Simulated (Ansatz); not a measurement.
**Response of KCl to small distortions**

```
K Cl
1.0
     3.63400    0.00000    0.00000
     0.00000    3.63400    0.00000
     0.00000    0.00000    3.63400
K Cl
1 1
Direct
  0.00000 0.00000 0.00000
  0.50000 0.50000 0.50000
```

Atom numbers follow the list: K1, Cl2.

The conventional cell has a = 3.634 Å, b = 3.634 Å, c = 3.634 Å, α = 90.00°, β = 90.00°, γ = 90.00°. Around K (atom 1) lie 8 Cl at 3.15 Å. Cl (atom 2) has 8 K at 3.15 Å as nearest neighbours.

The cell is COD entry 1000050, as deposited and not checked against the literature; nothing was relaxed.

Method: DFT, PBEsol, all-electron LAPW, scalar-relativistic (Ansatz 0.2.0).

Settings: a Γ-centred 7×7×7 k mesh, Fermi–Dirac smearing of 0.01 eV, basis error target 1 meV/atom, no spin polarisation.

The unchanged cell is at 2.28 GPa.

Semilocal functionals give too small gaps.

x, y and z are the Cartesian axes of the cell as listed; fractional coordinates follow a strain, and an engineering shear is twice the off-diagonal strain component.

(1) With this change (equal xy, yz and zx engineering shear strains of -2 %), what becomes of the energy and stress and gap?

With equal xy, yz and zx engineering shear strains of -1 %: energy change under 1 meV/atom; stress change (xx, yy, zz, yz, xz, xy) 0.01, 0.01, 0.01, 0.14, 0.14, 0.14 GPa, compression positive; gap on the k mesh 5.40 → 5.40 eV.

(2) With this change (equal xy, yz and zx engineering shear strains of +1 %), what becomes of the energy and stress and gap?

With equal xy, yz and zx engineering shear strains of +2 %: energy change +1 meV/atom; stress change (xx, yy, zz, yz, xz, xy) 0.05, 0.05, 0.05, -0.23, -0.23, -0.23 GPa, compression positive; gap on the k mesh 5.40 → 5.40 eV.

Answers

(1) Energy change +1 meV/atom; stress change (xx, yy, zz, yz, xz, xy) 0.06, 0.06, 0.06, 0.31, 0.31, 0.31 GPa, compression positive; gap on the k mesh 5.40 → 5.40 eV.

(2) Energy change under 1 meV/atom; stress change (xx, yy, zz, yz, xz, xy) 0.01, 0.01, 0.01, -0.12, -0.12, -0.12 GPa, compression positive; gap on the k mesh 5.40 → 5.40 eV.
